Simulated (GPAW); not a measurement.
Ta:

```
CELL_PARAMETERS angstrom
-1.65128 1.65128 1.65128
1.65128 -1.65128 1.65128
1.65128 1.65128 -1.65128
ATOMIC_POSITIONS crystal
Ta 0.00000 0.00000 0.00000
```

* Program: GPAW 26.7.0
* Task: relaxation of cell and atoms
* Functional: BLYP
* Potentials or basis: PAW data sets generated in the run's folder for this functional
* Cutoff: 600 eV
* Basis: pw
* k mesh: 11 × 11 × 11
* Occupations: fermi-dirac, width 0.05 eV
* Spin: no spin polarisation

At the start: pressure 8.5 GPa; volume 18.01 Å³/atom.

Problem. Where does the relaxation end?

Solution. Over 3 steps the energy falls by 19.6 meV/atom and the volume is 18.79 Å³/atom (+4.3 %); space group Im-3m (No. 229, to 0.05 Å).

Step by step:
```
step  energy change (eV)  largest force (eV/Å)  pressure (GPa)  volume (Å³)
   1              0.0000                0.0000            8.52        18.01
   2             -0.0196                0.0000            0.27        18.77
   3             -0.0196                0.0000            0.01        18.79
```

Final structure:
```
Ta
1.0
    -1.67482    1.67482    1.67482
     1.67482   -1.67482    1.67482
     1.67482    1.67482   -1.67482
Ta
1
Direct
  0.00000 0.00000 0.00000
```

Caveat: later steps reuse the first step's grids.
